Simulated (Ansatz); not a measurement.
Here is an Ansatz 0.2.0 calculation.

Contents of input.yaml:

```yaml
crystal:
  lattice:
    - [3.40340081, 0.0, 0.0]
    - [0.0, 3.40340081, 0.0]
    - [0.0, 0.0, 3.40340081]
  atoms:
    - { symbol: Ti, position: [0.0, 0.0, 0.0], spin: 1.13 }
    - { symbol: Se, position: [0.5, 0.5, 0.5] }
hamiltonian:
  xc: pbesol
  pseudopotentials: { kind: paw }
  hubbard: { sites: [{ species: Ti, l: d, u_eff: 4.0 }] }
magnetization:
  spin_polarized: true
kpoints:
  mp_grid: { grid: [6, 6, 6] }
scf:
  occupations: { method: gaussian, width: 0.05 }
output:
  forces: true
  stress: true
  eigenvalues: true
```

Potentials or basis: Ansatz PAW.

Run with:

```bash
$ ansatz run input.yaml --threads 2 --pin off --max-ram 5632MiB --backend cpu --events-out ev --progress --plain --runs-dir out
```

Predict the site moments.

Ti +1.72; Se -0.05 μB.

Predict the pressure.

0.1 GPa.

Predict the net moment.

2.00 μB per cell.

Eigenvalues of the final occupation matrices:
```
  site  spin  trace               eigenvalues
site 1     1   2.32  0.13 0.13 0.13 0.97 0.97
site 1     2   0.33  0.02 0.02 0.09 0.09 0.09
```

Caveat: the magnetic or orbital state may not be the lowest; the PAW data sets come from PBE, with cores solved anew for the run's functional, which leaves a small shift of forces and pressure. The state reached can hang on the start; a lower one may exist.
